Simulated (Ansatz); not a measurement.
# CsBr with and without relativity

```
Cs Br
1.0
     4.38930    0.00000    0.00000
     0.00000    4.38930    0.00000
     0.00000    0.00000    4.38930
Cs Br
1 1
Cartesian
  0.0000 0.0000 0.0000
  2.1947 2.1947 2.1947
```

The cell comes from a relaxation on PAW files under the same functional, begun from a database entry that needn't be the ground state.

All-electron LAPW in Ansatz 0.2.0 under PBE, with a Γ-centred 7×7×7 k mesh, Fermi–Dirac smearing of 0.02 eV, no spin polarisation. The basis error target is 0.5 meV/atom. The same cell is solved at each level of relativity (Schrödinger's equation, the scalar-relativistic one, Dirac's), and each level may then relax the cell.

The elements are taken as Br solid Br2, Cs bcc, each relaxed on PAW files under the same functional and computed by the same method as the compound; zero-point and thermal terms are left out. PBE lacks dispersion, which leaves layered or molecular solids underbound, be they references or the compound itself. Formation energies keep the scalar-relativistic cells of compound and elements, so at the other levels neither side is at rest.

```
                   level  P at the cell (GPa)  gap (eV)  ΔE(formation) at the fixed cells (eV/atom)  relaxed V (Å³/atom)
     scalar-relativistic                 0.00      4.26                                      -1.770                42.28
        non-relativistic                 0.19         ?                                           ?                42.92
with spin–orbit coupling                 0.00      4.10                                      -1.767                    –
```

Task: Fill in "ΔE(formation) at the fixed cells (eV/atom)" for the row "non-relativistic".

Result: -1.840.

Task: What belongs in the row "non-relativistic", column "gap (eV)"?

Result: 4.78.

Task: Does scalar relativity shrink or swell this crystal?

Result: It shrinks it by 1.5 % in volume against the non-relativistic cell.
